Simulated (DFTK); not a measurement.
# SrO (Fm-3m) in DFTK: equation of state

Aim: energy against volume of SrO in PBE, for its equilibrium volume and stiffness.

Everything below comes from runs of DFTK 0.8.2. Logs are shortened: lines on timing, memory, paths and dates and some standing lists are left out, and cuts for length are marked.

## (1) The structure

Symmetry: Fm-3m, No. 225, cubic system. The conventional cell has a = 5.133 Å, b = 5.133 Å, c = 5.133 Å, α = 90.00°, β = 90.00°, γ = 90.00°. Sr (site symmetry m-3m) is surrounded by 6 O at 2.57 Å. Around O (site symmetry m-3m) lie 6 Sr at 2.57 Å.

## (2) Equation of state, PBE

File run.jl:

```julia
using DFTK
using PseudoPotentialData
using Unitful, UnitfulAtomic
using LinearAlgebra, Printf
include("save.jl")
disable_threading()

# lattice vectors are the columns
lattice = austrip(1u"Å") * [           0.0         2.5663         2.5663;
                   2.5663            0.0         2.5663;
                   2.5663         2.5663            0.0]
symbols   = [:Sr, :O]
positions = [[0.5, 0.5, 0.5],
             [0.0, 0.0, 0.0]]
pseudopotentials = PseudoFamily("dojo.nc.sr.pbe.v0_4_1.standard.upf")
elements = Dict(s => ElementPsp(s, pseudopotentials) for s in unique(symbols))
atoms    = [elements[s] for s in symbols]

build_model(lattice, positions; symmetries=true) =
    model_DFT(lattice, atoms, positions;
              functionals=PBE(),
              temperature=austrip(0.05u"eV"),
              smearing=Smearing.FermiDirac(),
              symmetries)
Ecut  = 42.0  # hartree
kgrid = [9, 9, 9]
tol   = 1e-6
to_GPa = ustrip(uconvert(u"GPa", 1u"hartree/bohr^3"))

results["points"] = []
for scale in [0.94, 0.96, 0.98, 1.0, 1.02, 1.04, 1.06]
    println("\n=== scale = ", scale)
    model = build_model(cbrt(scale) * lattice, positions)
    basis = PlaneWaveBasis(model; Ecut, kgrid)
    t0 = time()
    scfres = self_consistent_field(basis;
                                   tol,
                                   nbandsalg=AdaptiveBands(model; n_bands_converge=13))
    seconds = time() - t0
    @printf "SCF: %d iterations, %.1f s\n" scfres.n_iter seconds
    forces = compute_forces_cart(scfres)
    stress = compute_stresses_cart(scfres)
    @printf "V = %.5f Å^3  F = %.8f Ha  max force = %.5f eV/Å  p = %.4f GPa\n" ustrip(auconvert(u"Å^3", model.unit_cell_volume)) scfres.energies.total ustrip(auconvert(u"eV/Å", maximum(norm, forces))) (-tr(stress) / 3 * to_GPa)
    push!(results["points"], save_scf!(scfres; forces, stress, d=Dict{String,Any}("seconds" => seconds, "n_matvec" => get(scfres, :n_matvec, 0))))
end

# third-order Birch-Murnaghan fit in x = V^(-2/3)
V = [0.94, 0.96, 0.98, 1.0, 1.02, 1.04, 1.06] * abs(det(lattice))
E = [p["total"] for p in results["points"]]
x = V .^ (-2 / 3)
c = [x .^ 0 x x .^ 2 x .^ 3] \ E
Δ = c[3]^2 - 3c[2] * c[4]
if Δ > 0
    x0 = (-c[3] + sqrt(Δ)) / 3c[4]
    B0 = 4 / 9 * x0^(7 / 2) * (2c[3] + 6c[4] * x0)
    @printf "V0 = %.4f Å^3  B0 = %.2f GPa\n" ustrip(auconvert(u"Å^3", x0^(-3 / 2))) B0 * to_GPa
end
```

Potentials or basis: dojo.nc.sr.pbe.v0_4_1.standard.upf (PBE).

Run with:

```console
> julia --threads=1 run.jl  # save.jl only writes the numbers to a file and isn't shown; printed stress counts tension as positive; times include loading and compiling
```

Log:

```text
=== scale = 0.94
n     Energy            log10(ΔE)   log10(Δρ)   Diag   Δtime
---   ---------------   ---------   ---------   ----   ------
  1   -50.77534671886                   -0.61    4.5    5.58s
  2   -50.87025000546       -1.02       -0.92    2.2    3.35s
  3   -50.88586108496       -1.81       -1.28    2.5    3.49s
  4   -50.88826094612       -2.62       -2.04    2.0    3.10s
  5   -50.88829704177       -4.44       -2.43    1.8    2.09s
  6   -50.88829543703   +   -5.79       -2.70    1.9    2.82s
  7   -50.88829897077       -5.45       -3.56    1.1    2.45s
  8   -50.88829906341       -7.03       -3.55    2.8    3.28s
  9   -50.88829912498       -7.21       -4.55    1.1    2.49s
 10   -50.88829912713       -8.67       -5.48    3.1    3.45s
[... 63 further cycles ...]
  2   -50.87611197346       -1.00       -0.96    2.3    2.87s
  3   -50.88958386229       -1.87       -1.33    2.3    2.97s
  4   -50.89143617492       -2.73       -2.07    2.0    2.76s
  5   -50.89149877312       -4.20       -2.47    2.1    2.60s
  6   -50.89149874723   +   -7.59       -2.76    1.7    2.60s
  7   -50.89150124154       -5.60       -3.71    1.2    2.36s
  8   -50.89150130857       -7.17       -3.73    2.9    3.15s
  9   -50.89150133427       -7.59       -4.70    1.0    2.36s
 10   -50.89150133513       -9.07       -5.09    3.2    3.41s
 11   -50.89150133516      -10.51       -6.10    1.5    2.45s
SCF: 11 iterations, 32.7 s
V = 35.83093 Å^3  F = -50.89150134 Ha  max force = 0.00000 eV/Å  p = -1.9600 GPa
V0 = 34.9771 Å^3  B0 = 84.75 GPa
```

Run time: 8.4 min. Hardware: 1 thread of AMD EPYC 9R45 (Zen 5), shared host; peak memory 1.9 GiB.

What came out:

```yaml
Equilibrium_volume: 17.49 Å³/atom
Bulk_modulus: 85 GPa
Pressure_derivative_of_the_bulk_modulus: 4.5
```

Energy against volume, from the lowest point:
```
volume (Å³/atom)  energy (meV/atom)
          15.887              46.09
          16.225              27.55
          16.563              14.18
          16.901               5.43
          17.239               0.84
          17.577               0.00
          17.915               2.52
```

PBE usually gives volumes a little too large and moduli too small. Zero-point motion and thermal expansion aren't in these numbers.

## (3) Single point, PBE, 15.89 Å³/atom (volume scaled by 0.94)

run.jl is that of step 2.

Potentials or basis: dojo.nc.sr.pbe.v0_4_1.standard.upf (PBE).

Run with:

```console
> julia --threads=1 run.jl  # one pass of the loop, scale = 0.94; save.jl only writes the numbers to a file and isn't shown; printed stress counts tension as positive; times include loading and compiling
```

It took 39 s on 1 thread of AMD EPYC 9R45 (Zen 5), shared host.

It converged, with:

* Free energy: -1384.7412 eV
* Pressure: 10.1 GPa
* Band gap on the k mesh: 3.34 eV, indirect (least direct gap 3.38 eV)

Caveat: an odd mesh through Γ misses points on the zone boundary, where band edges often lie.

## (4) Single point, PBE, 16.23 Å³/atom (volume scaled by 0.96)

run.jl is that of step 3.

Run with:

```console
> julia --threads=1 run.jl  # one pass of the loop, scale = 0.96; save.jl only writes the numbers to a file and isn't shown; printed stress counts tension as positive; times include loading and compiling
```

It took 36 s on 1 thread of AMD EPYC 9R45 (Zen 5), shared host.

It converged, with:

```
Free energy            : -1384.7782 eV
Pressure               : 7.5 GPa
Band gap on the k mesh : 3.36 eV, indirect (least direct gap 3.41 eV)
```

Caveat: an odd mesh through Γ misses points on the zone boundary, where band edges often lie.

## (5) Single point, PBE, 16.56 Å³/atom (volume scaled by 0.98)

run.jl is that of step 4.

Run with:

```console
> julia --threads=1 run.jl  # one pass of the loop, scale = 0.98; save.jl only writes the numbers to a file and isn't shown; printed stress counts tension as positive; times include loading and compiling
```

It took 37 s on 1 thread of AMD EPYC 9R45 (Zen 5), shared host.

The run converged. Its results:

```
Free energy            : -1384.8050 eV
Pressure               : 5.2 GPa
Band gap on the k mesh : 3.37 eV, indirect (least direct gap 3.44 eV)
```

Caveat: an odd mesh through Γ misses points on the zone boundary, where band edges often lie.

## (6) Single point, PBE, 16.90 Å³/atom

run.jl is that of step 5.

Potentials or basis: dojo.nc.sr.pbe.v0_4_1.standard.upf (PBE).

Run with:

```console
> julia --threads=1 run.jl  # one pass of the loop, scale = 1.0; save.jl only writes the numbers to a file and isn't shown; printed stress counts tension as positive; times include loading and compiling
```

It took 37 s on 1 thread of AMD EPYC 9R45 (Zen 5), shared host.

It converged, with:

* Free energy: -1384.8225 eV
* Pressure: 3.1 GPa
* Band gap on the k mesh: 3.38 eV, indirect (least direct gap 3.46 eV)

Caveat: an odd mesh through Γ misses points on the zone boundary, where band edges often lie.

## (7) Single point, PBE, 17.24 Å³/atom (volume scaled by 1.02)

run.jl is that of step 6.

Run with:

```console
> julia --threads=1 run.jl  # one pass of the loop, scale = 1.02; save.jl only writes the numbers to a file and isn't shown; printed stress counts tension as positive; times include loading and compiling
```

It took 36 s on 1 thread of AMD EPYC 9R45 (Zen 5), shared host.

The run converged. Its results:

```yaml
Free_energy: -1384.8316 eV
Pressure: 1.2 GPa
Band_gap_on_the_k_mesh: 3.38 eV, indirect (least direct gap 3.48 eV)
```

Caveat: an odd mesh through Γ misses points on the zone boundary, where band edges often lie.

## (8) Single point, PBE, 17.58 Å³/atom (volume scaled by 1.04)

run.jl is that of step 7.

Run with:

```console
> julia --threads=1 run.jl  # one pass of the loop, scale = 1.04; save.jl only writes the numbers to a file and isn't shown; printed stress counts tension as positive; times include loading and compiling
```

Wall time 37 s (1 thread of AMD EPYC 9R45 (Zen 5), shared host).

Results (log left out):

```
Free energy            : -1384.8333 eV
Pressure               : -0.4 GPa
Band gap on the k mesh : 3.39 eV, indirect (least direct gap 3.50 eV)
```

Caveat: an odd mesh through Γ misses points on the zone boundary, where band edges often lie.

## (9) Single point, PBE, 17.92 Å³/atom (volume scaled by 1.06)

run.jl is that of step 8.

Potentials or basis: dojo.nc.sr.pbe.v0_4_1.standard.upf (PBE).

Run with:

```console
> julia --threads=1 run.jl  # one pass of the loop, scale = 1.06; save.jl only writes the numbers to a file and isn't shown; printed stress counts tension as positive; times include loading and compiling
```

It took 33 s on 1 thread of AMD EPYC 9R45 (Zen 5), shared host.

It converged, with:

* Free energy: -1384.8283 eV
* Pressure: -2.0 GPa
* Band gap on the k mesh: 3.39 eV, indirect (least direct gap 3.51 eV)

Caveat: an odd mesh through Γ misses points on the zone boundary, where band edges often lie.
